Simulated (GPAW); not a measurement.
## GaAs: equation of state with RPBE+D3(BJ)

The system is GaAs.

```
CELL_PARAMETERS angstrom
0.00000 2.82685 2.82685
2.82685 0.00000 2.82685
2.82685 2.82685 0.00000
ATOMIC_POSITIONS crystal
As 0.75000 0.75000 0.75000
Ga 0.00000 0.00000 0.00000
```

```json
{
  "Program": "GPAW 26.7.0",
  "Task": "equation of state",
  "Functional": "RPBE",
  "Dispersion": "D3(BJ)",
  "Potentials or basis": "the program's PAW data sets (release 1.2.1) made for this functional",
  "Cutoff": "600 eV",
  "Basis": "pw",
  "k mesh": "8 × 8 × 8",
  "Occupations": "fermi-dirac, width 0.05 eV",
  "Spin": "no spin polarisation"
}
```

```json
{"Equilibrium volume": "21.18 Å³/atom (rough: see the caveat)", "Bulk modulus": "83 GPa (rough)"}
```

Energy against volume, from the lowest point:
```tsv
volume (Å³/atom)	energy (meV/atom)
21.234	0.00
21.686	2.96
22.138	10.33
22.590	21.61
23.041	36.37
23.493	54.22
23.945	74.81
```

Run time: 76 s on 1 thread of Arm Neoverse V1 (shared host), peak memory 0.23 GiB.

Caveat: the minimum lies outside the volumes run.
